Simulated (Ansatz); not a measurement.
CdTe built on the zincblende prototype, relaxed with r2SCAN in the PAW code Ansatz. The symmetry is F-43m (No. 216, cubic); conventional cell a = 6.560 Å, 35.29 Å³ an atom. Around Cd lie 4 Te at 2.84 Å; around Te lie 4 Cd at 2.84 Å.

The axes x, y and z are those of this cell:
```yaml
crystal:
  lattice:
    - [0.00000, 3.27996, 3.27996]
    - [3.27996, 0.00000, 3.27996]
    - [3.27996, 3.27996, 0.00000]
  atoms:
    - { symbol: Cd, position: [0.00000, 0.00000, 0.00000] }
    - { symbol: Te, position: [0.25000, 0.25000, 0.25000] }
```

Unstrained: PBE gives a direct gap of 0.662 eV at Γ. r2SCAN gives a direct gap of 1.161 eV at Γ. The HSE06 gap is direct at Γ: 1.527 eV. Meshes: PBE 6×6×6, r2SCAN 6×6×6, HSE06 4×4×4. Strains are changes of length per length, and xy shears are angles. After each strain the atoms were relaxed again with r2SCAN within the symmetry that the strain leaves, so tilts or polar shifts that break it weren't tested; points keep the names that they have in the unstrained zone. No spin polarisation and no zero-point or thermal motion.

(1) Estimate what uniaxial -4.0 % along z, other directions held does to the gap.

(2) Estimate what xy shear, engineering strain (angle) +3.0 % does to the gap.

(3) Apply uniaxial +4.0 % along x, other directions held. How far does the gap move, against the unstrained cell?

(4) Estimate what uniaxial -0.5 % along [111], other directions held does to the gap.

(5) Apply isotropic +2.0 % on every length. How far does the gap move, against the unstrained cell?

(6) Order the strained cells by their HSE06 gap, smallest first.
A. uniaxial -0.5 % along [111], other directions held
B. xy shear, engineering strain (angle) +3.0 %
C. uniaxial -4.0 % along z, other directions held
D. isotropic +2.0 % on every length
E. uniaxial +4.0 % along x, other directions held

## Answers

(1) PBE: the gap goes from 0.662 to 0.697 eV (+0.035 eV); with r2SCAN the top three valence levels at Γ, degenerate before, become 1+2 from the top over 128 meV. r2SCAN: the gap goes from 1.161 to 1.204 eV (+0.043 eV). HSE06: the gap goes from 1.527 to 1.576 eV (+0.049 eV). The r2SCAN energy rises by 9.1 meV an atom.

(2) PBE: the gap goes from 0.662 to 0.583 eV (-0.079 eV); with r2SCAN the top three valence levels at Γ, degenerate before, become 1+1+1 from the top over 153 meV. r2SCAN: the gap goes from 1.161 to 1.076 eV (-0.085 eV). HSE06: the gap goes from 1.527 to 1.440 eV (-0.087 eV). The r2SCAN energy rises by 2.0 meV an atom.

(3) PBE: the gap goes from 0.662 to 0.498 eV (-0.164 eV); with r2SCAN the top three valence levels at Γ, degenerate before, become 2+1 from the top over 133 meV. r2SCAN: the gap goes from 1.161 to 0.986 eV (-0.175 eV). HSE06: the gap goes from 1.527 to 1.341 eV (-0.186 eV). The r2SCAN energy rises by 9.0 meV an atom.

(4) PBE: the gap goes from 0.662 to 0.660 eV (-0.002 eV); with r2SCAN the top three valence levels at Γ, degenerate before, become 1+2 from the top over 25 meV. r2SCAN: the gap goes from 1.161 to 1.160 eV (-0.001 eV). HSE06: the gap goes from 1.527 to 1.527 eV (0.000 eV). The r2SCAN energy rises by 0.2 meV an atom.

(5) PBE: the gap goes from 0.662 to 0.488 eV (-0.174 eV). r2SCAN: the gap goes from 1.161 to 0.973 eV (-0.188 eV). HSE06: the gap goes from 1.527 to 1.324 eV (-0.203 eV). The r2SCAN energy rises by 15.2 meV an atom.

(6) D (1.32 eV), E (1.34 eV), B (1.44 eV), A (1.53 eV), C (1.58 eV).

Spin-orbit coupling is left out, which matters wherever the heavy atoms make up the band edges.

The meshes of the hybrids are coarse, so their gaps aren't converged to the digits shown.

The splittings at Γ are without spin-orbit coupling, which regroups them where it is of like size or larger.
